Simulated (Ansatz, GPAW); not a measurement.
This is a calculation of InAs for Ansatz 0.2.0. 

The input input.yaml:

```yaml
crystal:
  lattice:
    - [0.0, 3.018, 3.018]
    - [3.018, 0.0, 3.018]
    - [3.018, 3.018, 0.0]
  atoms:
    - { symbol: In, position: [0.0, 0.0, 0.0] }
    - { symbol: As, position: [0.75, 0.75, 0.75] }
kpoints:
  mp_grid: { grid: [8, 8, 8] }
scf:
  occupations: { method: gaussian, width: 0.018 }
hamiltonian:
  xc: pbe
  pseudopotentials: { kind: all_electron, lapw: { basis_error: 0.001 } }
output:
  forces: true
  stress: true
  eigenvalues: true
```

Potentials or basis: all-electron LAPW, scalar-relativistic.

Launch:

```console
$ ansatz run input.yaml --threads 1 --pin off --max-ram 3072MiB --backend cpu --events-out ev --progress --plain --runs-dir out
```

Set up the same calculation for GPAW 26.7.0 (ASE script). Potentials or basis there: GPAW PAW data sets (gpaw-data 1.2.1), cutoff 600 eV.

As run (cutoffs and basis follow the program's own potentials, and thresholds, step limits or extra output files can differ):

run.py

```python
from ase.dft.bandgap import bandgap
from ase.io import read, write
from ase.units import GPa
from gpaw import GPAW, PW

atoms = read('InAs.xyz')

calc = GPAW(mode=PW(600),
            xc='PBE',
            kpts={'size': (8, 8, 8), 'gamma': True},
            occupations={'name': 'methfessel-paxton', 'order': 0, 'width': 0.018000000000000002},
            nbands=18,
            convergence={'density': 1e-05, 'energy': 1e-05},
            maxiter=150,
            txt='gpaw.txt')
atoms.calc = calc
energy = atoms.get_potential_energy()
forces = atoms.get_forces()
stress = atoms.get_stress()
calc.write('gs.gpw')
write('result.traj', atoms)
print(f'Energy: {energy:.6f} eV')
print('Forces (eV/A):')
print(forces.round(4))
print('Stress (GPa):', (stress / GPa).round(3))
print('Fermi level:', round(calc.get_fermi_level(), 4), 'eV')
print(f'Gap: {bandgap(calc)[0]:.4f} eV, direct: {bandgap(calc, direct=True)[0]:.4f} eV')
```

The input InAs.xyz:

```xyz
2
Lattice="0.0000000000 3.0180000000 3.0180000000 3.0180000000 0.0000000000 3.0180000000 3.0180000000 3.0180000000 0.0000000000" Properties=species:S:1:pos:R:3 pbc="T T T"
In     0.0000000000      0.0000000000      0.0000000000
As     4.5270000000      4.5270000000      4.5270000000
```

Potentials or basis: GPAW PAW data sets (gpaw-data 1.2.1), pw.

Launch:

```console
$ OMP_NUM_THREADS=1 python run.py
```

Both were run:

|  | Ansatz | GPAW |
| --- | --- | --- |
| Pressure | 4.3 GPa | 4.0 GPa |

Where Ansatz's input types no cutoff or centring, it takes its own default and a Γ-centred mesh.

Pressure is positive in compression.
